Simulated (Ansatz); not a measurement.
What does this script print? It uses Ansatz 0.2.0, Python API.

`gan_xc.py`
```python
"""Functional comparison for GaN (totals differ with the potentials too)."""

import ansatz
from tabulate import tabulate

CUTOFF = 600


def main() -> None:
    lattice = ansatz.Lattice.of(
        (0.0, 2.135235, 2.135235),
        (2.135235, 0.0, 2.135235),
        (2.135235, 2.135235, 0.0),
    )
    sites = [
        ("Ga", (0.0, 0.0, 0.0)),
        ("N", (0.5, 0.5, 0.5)),
    ]
    xtal = ansatz.Crystal(lattice=lattice)
    for symbol, position in sites:
        xtal = xtal.atom(symbol, position)

    calculation = (
        xtal.calculation()
        .occupations(ansatz.OccupationsMethod.FIXED)
        .basis(CUTOFF)  # cutoff of the orbital basis
        .kpoints(8)  # the mesh must be finer for metals
        .stress()  # GPa
        .band_table()
    )

    rows = []
    for value in ["lda", "pbesol", "r2scan"]:
        report = calculation.functional(value).run(threads=1).report
        rows.append((value, report["free_energy_ev"] / len(report["lattice"]["sites"]), report["n_iterations"], sum(report["stress_gpa"][i][i] for i in range(3)) / 3, report["gap_by_band_count_ev"], report["n_kpoints"]))

    print(tabulate(rows, headers=["functional", "F/atom (eV)", "iterations", "P (GPa)", "gap by band count (eV)", "k-points"], floatfmt=".4f", tablefmt="simple"))


if __name__ == "__main__":
    main()
```

Output of `python gan_xc.py`:
```text
functional      F/atom (eV)    iterations    P (GPa)    gap by band count (eV)    k-points
------------  -------------  ------------  ---------  ------------------------  ----------
lda              -2040.5827             6   -13.7559                    0.2200          29
pbesol           -2060.9896             6    -7.7677                    0.3494          29
r2scan           -2087.7094             8    -8.4931                    0.9362          29
```

From lowest to highest: LDA (-13.8 GPa), r2SCAN (-8.5 GPa) and PBEsol (-7.8 GPa). At a fixed cell a lower pressure usually means a smaller equilibrium volume, so LDA prefers the smallest cell and PBEsol the largest. Gaps by band count in the reports: LDA 0.22 eV, PBEsol 0.35 eV and r2SCAN 0.94 eV (Kohn-Sham values on this mesh, as a rule under measured gaps).

What to keep in mind:
- Semilocal gaps usually lie well under measured ones.
- This is a high-temperature or high-pressure form, not the ambient phase.
- Pressure is positive in compression.
- At these settings the cell as given stands under about -8 GPa, so it isn't at this functional's equilibrium volume.
- The structure comes from a database of computed cells and needn't be a stable or known phase.
- Levels are Kohn-Sham eigenvalues on this mesh, without spin-orbit coupling.
- Total energies of different functionals can't be compared; pressures, moments and gaps at this one structure can.
- Hardware and time: 4.5 s on 1 thread of Arm Neoverse V2, with other jobs on the host, peak memory 0.41 GiB.
